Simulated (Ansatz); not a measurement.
# FeCo: the cost of one run

Program: Ansatz 0.2.0. Level of theory: DFT PBE, scalar-relativistic, plane waves, PAW. These are calculated values, not measurements.

## 1. Starting point

It takes space group Pm-3m (No. 221, cubic). The conventional cell has a = 2.682 Å, b = 2.682 Å, c = 2.682 Å, α = 90.00°, β = 90.00°, γ = 90.00°. Fe (site symmetry m-3m) is surrounded by 8 Co at 2.32 Å. Co (site symmetry m-3m) is surrounded by 8 Fe at 2.32 Å.

Coordinates:

```cif
data_structure
_symmetry_space_group_name_H-M 'Pm-3m'
_symmetry_Int_Tables_number 221
_cell_length_a 2.6817
_cell_length_b 2.6817
_cell_length_c 2.6817
_cell_angle_alpha 90.000
_cell_angle_beta 90.000
_cell_angle_gamma 90.000
_cell_volume 19.29
loop_
_atom_site_label
_atom_site_type_symbol
_atom_site_symmetry_multiplicity
_atom_site_Wyckoff_symbol
_atom_site_fract_x
_atom_site_fract_y
_atom_site_fract_z
_atom_site_occupancy
Fe1 Fe 1 b 0.50000 0.50000 0.50000 1
Co1 Co 1 a 0.00000 0.00000 0.00000 1
```

A structure generator made this guess: species swapped into a database cell of ZnAg (Pm-3m, No. 221), with Fe on the Zn sites and Co on the Ag sites. Lengths come from tabulated atomic sizes and are only a guess.

## 2. Probe: one point on a coarse mesh

File input.yaml:

```yaml
crystal:
  lattice:
    - [2.68168419, 0.0, 0.0]
    - [0.0, 2.68168419, 0.0]
    - [0.0, 0.0, 2.68168419]
  atoms:
    - { symbol: Fe, position: [0.5, 0.5, 0.5], spin: 4.0 }
    - { symbol: Co, position: [0.0, 0.0, 0.0], spin: 3.0 }
basis:
  ecutwfc: 420
kpoints:
  mp_grid: { grid: [6, 6, 6] }
hamiltonian:
  xc: pbe
scf:
  occupations: { method: gaussian, width: 0.1 }
  lower_state_search: "off"
output:
  forces: true
  stress: true
  eigenvalues: true
  populations: true
magnetization:
  spin_polarized: true
```

On the command line:

```
$ ansatz run input.yaml --threads 1 --pin off --max-ram 2560MiB --backend cpu --events-out ev --progress --plain --runs-dir out
```

**Question.** How long does this run take on 1 thread of AMD EPYC (Zen 3), shared host, and how much memory does it need?

About 5.5 s, with a peak of 0.3 GiB.
